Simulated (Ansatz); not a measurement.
The system is Mg.

```
CELL_PARAMETERS angstrom
3.20930 0.00000 0.00000
-1.60465 2.77934 0.00000
0.00000 0.00000 5.21030
ATOMIC_POSITIONS crystal
Mg 0.67633 0.35149 0.75846
Mg 0.33809 0.67111 0.24949
```

The cell isn't the ideal one: atoms moved at random, drawn with an rms of 0.05 Å.

- Program: Ansatz 0.2.0
- Task: relaxation of the atoms
- Functional: PBE
- Dispersion: D3(BJ)-ATM
- Potentials or basis: Ansatz PAW earlier set
- Cutoff: 620 eV (not typed: the program's choice for these potentials)
- k mesh: 7 × 7 × 4
- Occupations: cold, width 0.1 eV
- Spin: no spin polarisation

At the start: volume 23.24 Å³/atom.

Task: Where does the relaxation end?

Result: Over 4 steps the energy falls by 2.1 meV/atom; space group P6_3/mmc (No. 194, to 0.05 Å).

The path:
```csv
step,energy change (eV),largest force (eV/Å)
1,0.0000,0.1615
2,-0.0038,0.0446
3,-0.0042,0.0008
4,-0.0042,0.0008
```

Final structure:
```yaml
crystal:
  lattice:
    - [3.20930, 0.00000, 0.00000]
    - [-1.60465, 2.77934, 0.00000]
    - [0.00000, 0.00000, 5.21030]
  atoms:
    - { symbol: Mg, position: [0.67394, 0.34484, 0.75398] }
    - { symbol: Mg, position: [0.34047, 0.67776, 0.25396] }
```

Caveat: the thresholds are loose for stress.
